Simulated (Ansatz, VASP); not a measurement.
# WS2: VASP beside Ansatz

```
W S
1.0
     3.18422    0.00000    0.00000
    -1.59211    2.75762    0.00000
     0.00000    0.00000   12.97828
W S
2 4
Direct
  0.33333 0.66667 0.25000
  0.66667 0.33333 0.75000
  0.33333 0.66667 0.62980
  0.66667 0.33333 0.12980
  0.33333 0.66667 0.87020
  0.66667 0.33333 0.37020
```

The cell is a database's computed one.

Alike in both runs: task single point; functional PBE; dispersion D3(BJ); k mesh 6 × 6 × 2; occupations gaussian, width 0.1 eV; no spin polarisation.

```csv
,VASP,Ansatz
version,VASP 6.6.1,Ansatz 0.2.0
potentials or method,"VASP PAW PBE potentials, release 64 (W_sv, S)","scalar-relativistic, plane waves, PAW"
plane-wave cutoff (eV),520,420
valence electrons in the cell,52,52
```

Ansatz gave:

| Item | Value |
| --- | --- |
| gap on the k mesh at the Fermi level (eV) | 1.23 |
| least direct gap on the mesh (eV) | 1.74 |
| pressure (GPa) | -1.7 |
| largest component of the traceless stress (GPa) | 1.14 |
| rms of the force components (eV/Å) | 0.098 |

Question: Estimate VASP's values.

Answer: gap on the k mesh at the Fermi level (eV): 1.24; least direct gap on the mesh (eV): 1.74; pressure (GPa): -1.7; largest component of the traceless stress (GPa): 1.14; rms of the force components (eV/Å): 0.098.

Atom by atom the forces differ by 0.001 eV/Å (rms over components).

Caveats: spin-orbit coupling is left out, which moves the levels of the heavy elements. A k mesh can miss the band edges. A hybrid or GW would open this gap; PBE tends to underestimate it.
